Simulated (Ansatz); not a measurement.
Start of a relaxation, H put at a hollow S-S-S site (WS2, R3m (No. 160), (1 0 1) face):

```yaml
crystal:
  lattice:
    - [3.14761, 0.00000, 0.00000]
    - [-1.57380, 6.43494, 0.00000]
    - [0.00000, 0.00000, 25.51797]
  atoms:
    - { symbol: S, position: [0.14145, 0.28291, 0.33310] }
    - { symbol: S, position: [0.90043, 0.80085, 0.35044] }
    - { symbol: W, position: [0.53089, 0.06179, 0.37702] }
    - { symbol: S, position: [0.67136, 0.34272, 0.43885] }
    - { symbol: S, position: [0.43033, 0.86067, 0.45619] }
    - { symbol: W, position: [0.06106, 0.12223, 0.48391] }
    - { symbol: S, position: [0.20668, 0.41357, 0.54637] }
    - { symbol: S, position: [0.95644, 0.91311, 0.56460] }
    - { symbol: W, position: [0.58902, 0.17823, 0.58137] }
    - { symbol: H, position: [0.78993, 0.58008, 0.54375] }
```

The calculation used Ansatz, DFT PBEsol, scalar-relativistic, plane waves, PAW. Settings: cutoff 420 eV, Γ-centred mesh 9×4×1 on the computed 10-atom cell, Gaussian smearing of 0.05 eV; collinear spin from starting moments 0 0 0 0 0 0 0 0 0 1 μB. A dipole correction removes the field between periodic images along c.

Atoms 1, 2, 3, 4, 5 (counted from 1) are held. The cell is fixed. Force threshold 0.03 eV/Å.

(1) Where does it end?

The end is the local minimum or symmetric point that this start leads to. The slab is only 6.5 Å thick, so the energy isn't converged with thickness.

Spin-orbit coupling is left out, which matters for the bands of heavy elements.

Answers

(1) The energy falls by 0.560 eV in 15 steps, to:

```yaml
crystal:
  lattice:
    - [3.14761, 0.00000, 0.00000]
    - [-1.57380, 6.43494, 0.00000]
    - [0.00000, 0.00000, 25.51797]
  atoms:
    - { symbol: S, position: [0.14145, 0.28291, 0.33310] }
    - { symbol: S, position: [0.90043, 0.80085, 0.35044] }
    - { symbol: W, position: [0.53089, 0.06179, 0.37702] }
    - { symbol: S, position: [0.67136, 0.34272, 0.43885] }
    - { symbol: S, position: [0.43033, 0.86067, 0.45619] }
    - { symbol: W, position: [0.05785, 0.12423, 0.48547] }
    - { symbol: S, position: [0.23105, 0.43644, 0.54979] }
    - { symbol: S, position: [0.95606, 0.91940, 0.56562] }
    - { symbol: W, position: [0.60542, 0.18892, 0.57758] }
    - { symbol: H, position: [0.69901, 0.70474, 0.56415] }
```

The reference crystal is a form of WS2, which isn't its usual structure.

Cost: 1 run of about 35 core-minutes, on Intel Xeon 6975P-C (Granite Rapids) (shared hosts).